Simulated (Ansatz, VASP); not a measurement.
**Sn5H4 (Sn wire along [100], 25 atoms a period, H-terminated) in two plane-wave programs**

Wanted: the spread between two codes on one cell, functional and k mesh. The structure shown is the start of the Ansatz relaxation below; VASP solves that cell, so the two are compared at the walk's first step.

Method: plane waves, with VASP 6.6.1 beside it; single point at PBE, in Ansatz 0.2.0.

**1. Starting point**

The cell holds 45 atoms: 25 Sn and 20 H. Its edges and angles: a = 22.121 Å, b = 22.121 Å, c = 6.650 Å, α = 90.0°, β = 90.0°, γ = 90.0°. Vacuum lies along a and b. The structure's axis is c.

**2. Ansatz: relaxation, PBE**

Ansatz runs on its PAW soft_1 files.

The two programs are compared at the cell with which this relaxation starts, whose forces are those of its first step.

Input file input.yaml:

```yaml
crystal:
  lattice:
    - [22.121, 0.0, 0.0]
    - [0.0, 22.121, 0.0]
    - [0.0, 0.0, 6.65]
  atoms:
    - { symbol: Sn, position: [0.199374484, 0.499993805, 0.0] }
    - { symbol: Sn, position: [0.349684145, 0.349684145, 0.0] }
    - { symbol: Sn, position: [0.349684145, 0.650303466, 0.0] }
    - { symbol: Sn, position: [0.499993805, 0.199374484, 0.0] }
    - { symbol: Sn, position: [0.499993805, 0.499993805, 0.0] }
    - { symbol: Sn, position: [0.499993805, 0.800613126, 0.0] }
    - { symbol: Sn, position: [0.650303466, 0.349684145, 0.0] }
    - { symbol: Sn, position: [0.650303466, 0.650303466, 0.0] }
    - { symbol: Sn, position: [0.800613126, 0.499993805, 0.0] }
    - { symbol: H, position: [0.153700104, 0.454319425, 0.151934281] }
    - { symbol: H, position: [0.304009764, 0.304009764, 0.151934281] }
    - { symbol: H, position: [0.454319425, 0.153700104, 0.151934281] }
    - { symbol: H, position: [0.545668186, 0.846287507, 0.151934281] }
    - { symbol: H, position: [0.695977846, 0.695977846, 0.151934281] }
    - { symbol: H, position: [0.846287507, 0.545668186, 0.151934281] }
    - { symbol: Sn, position: [0.274529315, 0.575148636, 0.25] }
    - { symbol: Sn, position: [0.424838975, 0.424838975, 0.25] }
    - { symbol: Sn, position: [0.424838975, 0.725458296, 0.25] }
    - { symbol: Sn, position: [0.575148636, 0.274529315, 0.25] }
    - { symbol: Sn, position: [0.575148636, 0.575148636, 0.25] }
    - { symbol: Sn, position: [0.725458296, 0.424838975, 0.25] }
    - { symbol: H, position: [0.228854934, 0.620823016, 0.401934281] }
    - { symbol: H, position: [0.379164595, 0.771132677, 0.401934281] }
    - { symbol: H, position: [0.620823016, 0.228854934, 0.401934281] }
    - { symbol: H, position: [0.771132677, 0.379164595, 0.401934281] }
    - { symbol: Sn, position: [0.349684145, 0.499993805, 0.5] }
    - { symbol: Sn, position: [0.499993805, 0.349684145, 0.5] }
    - { symbol: Sn, position: [0.499993805, 0.650303466, 0.5] }
    - { symbol: Sn, position: [0.650303466, 0.499993805, 0.5] }
    - { symbol: H, position: [0.228854934, 0.379164595, 0.598065719] }
    - { symbol: H, position: [0.379164595, 0.228854934, 0.598065719] }
    - { symbol: H, position: [0.620823016, 0.771132677, 0.598065719] }
    - { symbol: H, position: [0.771132677, 0.620823016, 0.598065719] }
    - { symbol: Sn, position: [0.274529315, 0.424838975, 0.75] }
    - { symbol: Sn, position: [0.424838975, 0.274529315, 0.75] }
    - { symbol: Sn, position: [0.424838975, 0.575148636, 0.75] }
    - { symbol: Sn, position: [0.575148636, 0.424838975, 0.75] }
    - { symbol: Sn, position: [0.575148636, 0.725458296, 0.75] }
    - { symbol: Sn, position: [0.725458296, 0.575148636, 0.75] }
    - { symbol: H, position: [0.153700104, 0.545668186, 0.848065719] }
    - { symbol: H, position: [0.304009764, 0.695977846, 0.848065719] }
    - { symbol: H, position: [0.454319425, 0.846287507, 0.848065719] }
    - { symbol: H, position: [0.545668186, 0.153700104, 0.848065719] }
    - { symbol: H, position: [0.695977846, 0.304009764, 0.848065719] }
    - { symbol: H, position: [0.846287507, 0.454319425, 0.848065719] }
kpoints:
  mp_grid: { grid: [1, 1, 13] }
scf:
  occupations: { method: fermi_dirac, width: 0.05 }
hamiltonian:
  xc: pbe
  pseudopotentials: { kind: paw, azcp: { folder: soft_1 } }
relax:
  cell: { fix: [a, b, alpha, beta, gamma] }
  max_steps: 45
  f_tol: 0.03
```

The run is started by

```console
$ ansatz run input.yaml --threads 4 --pin off --max-ram 16384MiB --backend cpu --events-out ev --progress --plain --runs-dir out
```

Numbers of over 12 decimals in the logs are rounded to 6 here.

The program printed:

```text
Engine: ansatz 0.2.0, x86_64-unknown-linux-gnu
Pseudopotentials: kind: paw
Pseudopotential: Sn, paw, valence charge 14, recommended cutoff 420 eV (normal), soft_1/Sn.paw.azcp
Pseudopotential: H, paw, valence charge 1, recommended cutoff 420 eV (normal), soft_1/H.paw.azcp
Functional definition: PBE
  parameter kappa = 0.804
  parameter beta = 0.066725
  exchange = pbe_x(kappa = kappa, mu = beta*pi^2/3)
  correlation = pbe_c(beta = beta)
Crystal: 45 atoms, lattice volume = 3254.102 Å³
Basis set: ecut = 420 eV, 63583 PW (Γ), exchange–correlation on 300×300×90 points (8 copies of the dense FFT grid, shifted against one another)
Bands: 230, of which v1, the nominal top of the filled ones, is band 185 counted from 1 (184 counted from 0)
Symmetry: 8 space group operations
Space group: P-42m (ITA 111), of the structure as read, at distance tolerance 1.5e-4 Å
k-points: 7 of 13
Non-local potential: Sn, projectors of the file, l = 0: 2, l = 1: 2, l = 2: 2, l = 3: 1
Non-local potential: H, projectors of the file, l = 0: 2, l = 1: 1
PAW form: soft (Blöchl's): semilocal exchange-correlation on the pseudo side does not see the compensation charge
PAW one-centre angular grid: Sn, 590 points (default); XC on 64 Gauss nodes
PAW one-centre angular grid: H, 110 points (default); XC on 64 Gauss nodes
Initial density: superposition of atomic densities (neutral atoms: chi_scale 0, normalization atom)
Initial wavefunctions: pseudopotential atomic-orbital guess
Functional: x = pbe(κ = 0.804, μ = 0.219515), c = pbe(β = 0.066725)
SCF iter   1: F=—  HF=-150921.481828 eV  |F-HF|=—  |Δ(HF+E_count)|=         —  Δρ=2.46e-2  dr2=2.08e1  ethr=3.10e-3  ⟨swp⟩=6.9  Hψ=7223  notcnv=0  defer=68
preconditioner: auto → Resta (q_TF=auto, 1.899 Å⁻¹)  ε∞=1.9  [insulator: Δε(μ)=1.237 eV  Ē_g=7.703 eV  σ=0.050 eV  W_gap=1.00  n_scr=340 (ndim 8)  ℏωp=7.1 eV  f_vac=0.597  D(μ)=0.00/eV (n_scr^D=0)  ε∞_Penn≈1.9  vacuum switching on, ρ_ref=4.3e-3 e/Å³]
SCF iter   2: F=—  HF=-150916.733494 eV  |F-HF|=—  |Δ(HF+E_count)|=    4.75e0  Δρ=9.23e-3  dr2=4.82e0  ethr=3.10e-3  ⟨swp⟩=3.3  Hψ=2317  notcnv=0  defer=242
SCF iter   3: F=—  HF=-150916.238468 eV  |F-HF|=—  |Δ(HF+E_count)|=   4.95e-1  Δρ=4.40e-3  dr2=3.38e0  ethr=1.30e-3  ⟨swp⟩=3.6  Hψ=2211  notcnv=0  defer=242
SCF iter   4: F=—  HF=-150915.774013 eV  |F-HF|=—  |Δ(HF+E_count)|=   4.64e-1  Δρ=1.35e-3  dr2=1.96e-1  ethr=9.14e-4  ⟨swp⟩=3.9  Hψ=2367  notcnv=0  defer=239
SCF iter   5: F=—  HF=-150915.768152 eV  |F-HF|=—  |Δ(HF+E_count)|=   5.86e-3  Δρ=5.13e-4  dr2=9.12e-3  ethr=5.31e-5  ⟨swp⟩=2.0  Hψ=1880  notcnv=0  defer=241
SCF iter   6: F=—  HF=-150915.774148 eV  |F-HF|=—  |Δ(HF+E_count)|=   6.00e-3  Δρ=1.63e-4  dr2=1.07e-3  ethr=2.47e-6  ⟨swp⟩=2.0  Hψ=1789  notcnv=0  defer=241
SCF iter   7: F=—  HF=-150915.775173 eV  |F-HF|=—  |Δ(HF+E_count)|=   1.02e-3  Δρ=4.35e-5  dr2=1.74e-4  ethr=2.89e-7  ⟨swp⟩=2.0  Hψ=1789  notcnv=0  defer=241
SCF iter   8: F=—  HF=-150915.775214 eV  |F-HF|=—  |Δ(HF+E_count)|=   4.13e-5  Δρ=1.30e-5  dr2=6.54e-6  ethr=4.69e-8  ⟨swp⟩=2.0  Hψ=1789  notcnv=0  defer=241
SCF iter   9: F=—  HF=-150915.774989 eV  |F-HF|=—  |Δ(HF+E_count)|=   2.25e-4  Δρ=3.70e-6  dr2=5.83e-7  ethr=1.77e-9  ⟨swp⟩=2.9  Hψ=2976  notcnv=0  defer=241
SCF iter  10: F=-150915.774990 eV  HF=-150915.774990 eV  |F-HF|=1.01e-8  |Δ(HF+E_count)|=   1.33e-6  Δρ=1.05e-6  dr2=7.19e-8  ethr=2.70e-11  ⟨swp⟩=5.3  Hψ=5924  notcnv=0
SCF 1 converged in 10 iterations: F = -150915.774990 eV  dr2 = 7.19e-8
  greatest PAW one-centre occupation: 0.991 electrons in one spin orbital (limit 2), on the Sn atom at site 5 (counted from 0), in its partial waves of l = 2
relax step   1: F+E_penalty+E_count = -150915.77498996 eV  Δ(F+E_penalty+E_count) = +0.000e0 eV  max|allowed force component| = 1.804e-1 eV/Å  Δτ_max = 0.0000 Å  P = -0.345 GPa  Ω = 3254.102 Å³  fix = [a, b, alpha, beta, gamma]  reactions: a -0.343, b -0.343 GPa  (10 SCF iters, dr2 threshold 1.00e-7 eV, accepted)
Crystal: 45 atoms, lattice volume = 3215.407 Å³
Basis set: ecut = 420 eV, 62773 PW (Γ), exchange–correlation on 300×300×90 points (8 copies of the dense FFT grid, shifted against one another)
Initial density: handed on by an earlier stage of this run
Initial wavefunctions: those handed on with the density
iter 1 solved again at ethr=2.90e-4 eV; its pass at ethr=3.10e-3 eV (dr2=1.07e0 eV) is discarded
SCF iter   1: F=—  HF=-150915.071483 eV  |F-HF|=—  |Δ(HF+E_count)|=         —  Δρ=6.78e-3  dr2=1.07e0  ethr=2.90e-4  ⟨swp⟩=6.4  Hψ=8691  notcnv=0
preconditioner: auto → Resta (q_TF=auto, 1.903 Å⁻¹)  ε∞=1.4  [insulator: Δε(μ)=1.876 eV  Ē_g=19.054 eV  σ=0.050 eV  W_gap=1.00  n_scr=338 (ndim 8)  ℏωp=12.6 eV  f_vac=0.650  D(μ)=0.00/eV (n_scr^D=0)  ε∞_Penn≈1.4  vacuum switching on, ρ_ref=2.6e-2 e/Å³]
SCF iter   2: F=—  HF=-150914.950559 eV  |F-HF|=—  |Δ(HF+E_count)|=   1.21e-1  Δρ=3.17e-3  dr2=3.14e-1  ethr=2.89e-4  ⟨swp⟩=4.9  Hψ=3114  notcnv=0  defer=55
[...]
SCF iter   6: F=—  HF=-150915.919991 eV  |F-HF|=—  |Δ(HF+E_count)|=   2.59e-9  Δρ=1.16e-7  dr2=4.71e-10  ethr=1.03e-12  ⟨swp⟩=2.0  Hψ=1846  notcnv=0
SCF iter   7: F=-150915.919991 eV  HF=-150915.919991 eV  |F-HF|=1.75e-10  |Δ(HF+E_count)|=  2.04e-10  Δρ=2.35e-8  dr2=2.07e-11  ethr=1.00e-12  ⟨swp⟩=4.3  Hψ=4650  notcnv=0
[...]
SCF converged after 7 iterations
Free energy (F): -150915.919991 eV
Harris-Foulkes:  -150915.919991 eV  (|F-HF|=1.75e-10)
Internal energy: -150915.919991 eV  (E = F + TS)
E sigma→0 (E₀):  -150915.919991 eV
Entropy (-TS):   -0.000000 eV (-0.000 meV/atom)
Fermi energy:    -1.101239 eV
--- Per-component energies (eV) ---
  E_band       = -6292.836132
  E_kinetic    = 4444.857643
  E_local      = -196959.180215  (includes V_loc(G=0)·N_el)
  E_nonlocal   = 3633.117745
  E_hartree    = 96463.844358
  E_xc         = -3295.873056
  E_vxc        = -2198.937374  (∫ρ·V_xc dr)
  E_paw        = -109269.409610  (= ΣΔE_a)
  E_vpaw       = -8140.372272  (= ΣTr[D̂ρ^β])
  E_aug_tail   = -0.010433  (compensation charges beyond the density's cutoff)
  E_ewald      = 54066.733577
  E_smearing   = -0.000000  (= −TS)
  E_closure    = 0.000000  (closes the sum)
  Σ components = -150915.919991   (vs F -150915.919991, Δ=0.00e0)
--- Forces (eV/Å), atoms counted from 1 ---
  atom   1  Sn    -0.00940186    -0.00000000    -0.00000000
  atom   2  Sn     0.01528449     0.01528449     0.02639152
  atom   3  Sn     0.01528449    -0.01528449    -0.02639152
  atom   4  Sn    -0.00000000    -0.00940186     0.00000000
  atom   5  Sn    -0.00000000    -0.00000000     0.00000000
  atom   6  Sn     0.00000000     0.00940186    -0.00000000
  atom   7  Sn    -0.01528449     0.01528449    -0.02639152
  atom   8  Sn    -0.01528449    -0.01528449     0.02639152
  atom   9  Sn     0.00940186     0.00000000     0.00000000
  atom  10  H     -0.00429303    -0.00831773     0.00427204
  atom  11  H     -0.00135262    -0.00135262    -0.00343415
  atom  12  H     -0.00831773    -0.00429303     0.00427204
  atom  13  H      0.00831773     0.00429303     0.00427204
  atom  14  H      0.00135262     0.00135262    -0.00343415
  atom  15  H      0.00429303     0.00831773     0.00427204
  atom  16  Sn     0.01783451    -0.01211492     0.02358567
  atom  17  Sn    -0.00187320    -0.00187320     0.00102697
  atom  18  Sn     0.01211492    -0.01783451     0.02358567
  atom  19  Sn    -0.01211492     0.01783451     0.02358567
  atom  20  Sn     0.00187320     0.00187320     0.00102697
  atom  21  Sn    -0.01783451     0.01211492     0.02358567
  atom  22  H     -0.00167885     0.00084963    -0.00175265
  atom  23  H     -0.00084963     0.00167885    -0.00175265
  atom  24  H      0.00084963    -0.00167885    -0.00175265
[...]
atom  38  Sn    -0.01211492    -0.01783451    -0.02358567
  atom  39  Sn    -0.01783451    -0.01211492    -0.02358567
  atom  40  H     -0.00429303     0.00831773    -0.00427204
  atom  41  H     -0.00135262     0.00135262     0.00343415
  atom  42  H     -0.00831773     0.00429303    -0.00427204
  atom  43  H      0.00831773    -0.00429303    -0.00427204
  atom  44  H      0.00135262    -0.00135262     0.00343415
  atom  45  H      0.00429303    -0.00831773    -0.00427204
  max |Σ_I F_I| component: 7.81e-18 eV/Å
--- Stress (GPa, compression-positive) ---
       -0.012688      -0.000000      -0.000000
       -0.000000      -0.012688      -0.000000
       -0.000000      -0.000000      -0.020279
  P = ⅓ Tr σ = -0.0152 GPa (-0.152 kbar)
--- Relaxed structure (4 steps of the walk, 3 accepted, 1 SCFs on fresh bases) ---
  F+E_penalty+E_count = -150915.91999132 eV   max|allowed force component| = 2.639e-2 eV/Å   (the final SCF, on the basis selected at the relaxed cell)
  cell:  # Å, volume = 3241.2699 Å³
    - [22.121, 0, 0]
    - [0, 22.121, 0]
    - [0, 0, 6.623777]
  atoms:
    - { symbol: Sn, position: [0.201937, 0.5, -1.6352720782916015e-19] }
    - { symbol: Sn, position: [0.351445, 0.351445, -0.0050699] }
    - { symbol: Sn, position: [0.351445, 0.648555, 0.0050699] }
    - { symbol: Sn, position: [0.5, 0.201937, 0] }
    - { symbol: Sn, position: [0.5, 0.5, 0] }
    - { symbol: Sn, position: [0.5, 0.798063, 0] }
    - { symbol: Sn, position: [0.648555, 0.351445, 0.0050699] }
    - { symbol: Sn, position: [0.648555, 0.648555, -0.0050699] }
    - { symbol: Sn, position: [0.798063, 0.5, 3.084498039842823e-19] }
    - { symbol: H, position: [0.155272, 0.455684, 0.148929] }
    - { symbol: H, position: [0.306128, 0.306128, 0.147996] }
    - { symbol: H, position: [0.455684, 0.155272, 0.148929] }
    - { symbol: H, position: [0.544316, 0.844728, 0.148929] }
    - { symbol: H, position: [0.693872, 0.693872, 0.147996] }
    - { symbol: H, position: [0.844728, 0.544316, 0.148929] }
    - { symbol: Sn, position: [0.276208, 0.573627, 0.246183] }
    - { symbol: Sn, position: [0.425106, 0.425106, 0.250355] }
    - { symbol: Sn, position: [0.426373, 0.723792, 0.246183] }
    - { symbol: Sn, position: [0.573627, 0.276208, 0.246183] }
    - { symbol: Sn, position: [0.574894, 0.574894, 0.250355] }
    - { symbol: Sn, position: [0.723792, 0.426373, 0.246183] }
    - { symbol: H, position: [0.231022, 0.619056, 0.398908] }
    - { symbol: H, position: [0.380944, 0.768978, 0.398908] }
    - { symbol: H, position: [0.619056, 0.231022, 0.398908] }
    - { symbol: H, position: [0.768978, 0.380944, 0.398908] }
    - { symbol: Sn, position: [0.350176, 0.5, 0.5] }
    - { symbol: Sn, position: [0.5, 0.350176, 0.5] }
    - { symbol: Sn, position: [0.5, 0.649824, 0.5] }
    - { symbol: Sn, position: [0.649824, 0.5, 0.5] }
    - { symbol: H, position: [0.231022, 0.380944, 0.601092] }
    - { symbol: H, position: [0.380944, 0.231022, 0.601092] }
    - { symbol: H, position: [0.619056, 0.768978, 0.601092] }
    - { symbol: H, position: [0.768978, 0.619056, 0.601092] }
    - { symbol: Sn, position: [0.276208, 0.426373, 0.753817] }
    - { symbol: Sn, position: [0.426373, 0.276208, 0.753817] }
    - { symbol: Sn, position: [0.425106, 0.574894, 0.749645] }
    - { symbol: Sn, position: [0.574894, 0.425106, 0.749645] }
    - { symbol: Sn, position: [0.573627, 0.723792, 0.753817] }
    - { symbol: Sn, position: [0.723792, 0.573627, 0.753817] }
    - { symbol: H, position: [0.155272, 0.544316, 0.851071] }
    - { symbol: H, position: [0.306128, 0.693872, 0.852004] }
    - { symbol: H, position: [0.455684, 0.844728, 0.851071] }
    - { symbol: H, position: [0.544316, 0.155272, 0.851071] }
    - { symbol: H, position: [0.693872, 0.306128, 0.852004] }
    - { symbol: H, position: [0.844728, 0.455684, 0.851071] }
```

[end of part 1 of 2]

[Lines on the potential files, build, host, timing and source positions are cut from VASP's logs without a mark.]

[Logs are printed without paths, hosts, clocks, repeated set-up lines and the standing remarks that a program may print on its own settings, such as how far it seeks lower states.]

[Hosts, paths, dates, database ids (printed as entryN), source tags and the programs' standing remarks are cut or masked in the printed files.]
